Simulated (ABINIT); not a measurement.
Crystal: Cl.

```
Cl
1.0
     3.14500   -2.25000    0.00000
     3.14500    2.25000    0.00000
     0.00000    0.00000    8.21000
Cl
4
Direct
  0.37000 0.63000 0.40000
  0.13000 0.87000 0.90000
  0.63000 0.37000 0.60000
  0.87000 0.13000 0.10000
```

Base run:

```yaml
Program: ABINIT 10.8.3 (patched build)
Functional: PBEsol
Potentials_or_basis: PseudoDojo NC SR PBEsol v0.4.1 standard
Cutoff: 680 eV
k_mesh: 5 × 5 × 3
Occupations: fermi-dirac, width 0.05 eV
Spin: no spin polarisation
```

Its results: band gap on the k mesh 2.41 eV, indirect (least direct gap 2.46 eV); pressure -1.0 GPa; largest force 0.189 eV/Å.

The run is repeated on the same cell with these changes: functional from PBEsol to LDA; potentials or basis from PseudoDojo NC SR PBEsol v0.4.1 standard to PseudoDojo NC SR LDA v0.4.1 standard; cutoff from 680 eV to 599 eV. What comes out?

Band gap on the k mesh 2.32 eV, indirect (least direct gap 2.37 eV); pressure -2.9 GPa; largest force 0.204 eV/Å.

Caveats: an odd mesh through Γ misses points on the zone boundary, where band edges often lie; the cutoff is short for stress, so the pressure is rough (some runs).
